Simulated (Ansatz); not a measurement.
Input of an Ansatz 0.2.0 run:

Contents of input.yaml:

```yaml
crystal:
  lattice:
    - [3.085, 0.0, 0.0]
    - [-1.5425, 2.6716883707, 0.0]
    - [0.0, 0.0, 3.523]
  atoms:
    - { symbol: Mg, position: [0.0, 0.0, 0.0] }
    - { symbol: B, position: [0.6666666667, 0.3333333333, 0.5] }
    - { symbol: B, position: [0.3333333333, 0.6666666667, 0.5] }
hamiltonian:
  xc: pbe
  pseudopotentials: { kind: paw }
kpoints:
  mp_grid: { grid: [10, 10, 8] }
scf:
  occupations: { method: gaussian, width: 0.029 }
output:
  forces: true
  stress: true
  eigenvalues: true
```

Potentials or basis: Ansatz PAW.

Run with:

```bash
$ ansatz run input.yaml --threads 2 --pin off --max-ram 5632MiB --backend cpu --events-out ev --progress --plain --runs-dir out
```

(1) Estimate the band gap on the k mesh.

(2) Predict the pressure.

## Answers

(1) none (metal or under the smearing width).

(2) -0.9 GPa.
